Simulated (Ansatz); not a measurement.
# VH2: further runs on the relaxed cell

The task here is to estimate one member of a computed series from the others.

Program: Ansatz 0.2.0. Level of theory: DFT PBEsol, scalar-relativistic, plane waves, PAW. These are calculated values, not measurements.

2 further runs of the same task are left out: 2 set aside as unsound or not needed.

## Starting point

The structure is cubic, space group Fm-3m (No. 225). Conventional cell: a = 4.164 Å, b = 4.164 Å, c = 4.164 Å, α = 90.00°, β = 90.00°, γ = 90.00°. V (site symmetry m-3m) is surrounded by 8 H at 1.80 Å. Around H (site symmetry -43m) lie 4 V at 1.80 Å.

As a file:

```
CELL_PARAMETERS angstrom
0.00000 2.08209 2.08209
2.08209 0.00000 2.08209
2.08209 2.08209 0.00000
ATOMIC_POSITIONS crystal
V 0.00000 0.00000 0.00000
H 0.25000 0.25000 0.25000
H 0.75000 0.75000 0.75000
```

It is the result of an earlier relaxation at this level (volume 6.02 Å³/atom; gap on the mesh: none (metal)).

The first run:

The input, input.yaml:

```yaml
crystal:
  lattice:
    - [0.0, 2.0820882353, 2.0820882353]
    - [2.0820882353, 0.0, 2.0820882353]
    - [2.0820882353, 2.0820882353, 0.0]
  atoms:
    - { symbol: V, position: [0.0, 0.0, 0.0] }
    - { symbol: H, position: [0.25, 0.25, 0.25] }
    - { symbol: H, position: [0.75, 0.75, 0.75] }
basis:
  ecutwfc: 420
kpoints:
  mp_grid: { grid: [18, 18, 18] }
  band_path:
    path:
      - [[0.0, 0.0, 0.0], [0.5, 0.0, 0.5], [0.625, 0.25, 0.625]]
      - [[0.375, 0.375, 0.75], [0.0, 0.0, 0.0], [0.5, 0.5, 0.5], [0.5, 0.25, 0.75], [0.5, 0.0, 0.5]]
    npoints: 14
hamiltonian:
  xc: pbesol
scf:
  occupations: { method: gaussian, width: 0.1 }
  n_extra_bands: 7
output:
  forces: true
  stress: true
  eigenvalues: true
  populations: true
  dos: { projected: true, de: 0.02, nscf_kmesh: { grid: [27, 27, 27] } }
  bader: true
  write_density: true
  write_potential: true
  elf: true
  volumetric_format: npy
```

Started as:

```sh
$ ansatz run input.yaml --threads 1 --pin off --max-ram 2560MiB --backend cpu --events-out ev --progress --plain --runs-dir out
```

Steps of the session up to this table: Static run: bands, density of states and charges; Back to the database's cell; Point at V/V0 = 0.97; Point at V/V0 = 1.03; The cell scaled to 0.94 of its volume; Volume × 1.06; The cell scaled to 0.91 of its volume; The cell scaled to 1.10 of its volume; The cell scaled to 0.88 of its volume.

One table of the session follows, with a row left open; its other results are not shown here.

It belongs to the step «Equation of state». 

```
volume (Å³/atom)  energy above the lowest point (meV/atom)  pressure (GPa)
           5.295                                      63.3           31.31
           5.476                                         ?               ?
           5.656                                      14.1           13.29
           5.837                                       3.3            6.14
           6.017                                       0.0            0.00
           6.198                                       3.1           -5.29
           6.378                                      11.7           -9.85
           6.619                                      30.5          -14.95
```

**Question.** Estimate the row for volume (Å³/atom) = 5.476.

Worked estimate for «energy above the lowest point (meV/atom)». A straight line through the neighbours (5.295, 63.3) and (5.656, 14.1) gives 63.3 + (14.1 − 63.3) × (5.476 − 5.295) / (5.656 − 5.295) = 38.6; a parabola fitted to 3 rows on both sides gives 34.0.

**Answer.** energy above the lowest point (meV/atom): 33.6; pressure (GPa): 21.61. In «energy above the lowest point (meV/atom)» the line misses by +5.0 and the parabola by +0.4.
